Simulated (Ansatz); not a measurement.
A 3-atom cell of Li2Se started from a crystallographic database, relaxed with r2SCAN, was run in Ansatz under altered settings. All numbers are computed, without spin polarisation but where a row says otherwise.

```
Li Se
1.0
     0.00000    2.99346    2.99346
     2.99346    0.00000    2.99346
     2.99346    2.99346    0.00000
Li Se
2 1
Direct
  0.25000 0.25000 0.25000
  0.75000 0.75000 0.75000
  0.00000 0.00000 0.00000
```

The base run's other keys:
```yaml
kpoints:
  mp_grid: { grid: [4, 4, 4] }
hamiltonian:
  xc: hse06
scf:
  occupations: { method: fixed }
  n_extra_bands: 4
```

It takes 11 iterations with 1067 plane waves at 420 eV and 8 k points, and leaves a mean stress of -0.25 GPa. The gap over this mesh is 3.817 eV. It ran on 4 threads of Arm Neoverse N1 (shared host).

Outcomes, with energy and stress as changes against the base:
```csv
setting,outcome,ΔF (meV/atom),Δ mean stress (GPa),gap on the mesh (eV),iterations,wall time
"PBE hybrid, exx coeff 0.15, omega 0.1 1/Å",converged,–,+0.2,3.656,10,8.3 s
hamiltonian.xc: lc_wpbe,converged,–,-0.7,8.292,13,12 s
scf.exx.ecutfock_ratio: 2,converged,0.0,0.0,3.817,11,8.8 s
scf.occupations: methfessel_paxton 0.001,converged,0.0,0.0,3.817,11,8.8 s
```
A dash marks a value that wasn't obtained or can't be compared. Stress is positive in compression. The base took 10 s.

- PBE hybrid, exx coeff 0.15, omega 0.1 1/Å. That is 15 % exact exchange, screened with ω = 0.1 1/Å, against HSE06's 25 % screened at 0.208 1/Å. The mean stress moves by +0.2 GPa and the gap on the mesh by -0.162 eV (to 3.656). Totals of different functionals aren't comparable. The program warns that on this mesh the truncation of the exchange isn't bounded, so part of the change can be an error of the mesh.
- hamiltonian.xc: lc_wpbe. The mean stress moves by -0.7 GPa and the gap on the mesh by +4.475 eV (to 8.292). It's another functional on the same cell, so totals aren't comparable.

Within 1 meV an atom, 0.1 GPa and 0.005 eV of the base stay: scf.exx.ecutfock_ratio: 2; scf.occupations: methfessel_paxton 0.001.

Spin-orbit coupling is left out.

The program warns that its thresholds are loose for a hybrid's stress.

The meshes of the hybrids are coarse, so their gaps aren't converged to the digits shown.
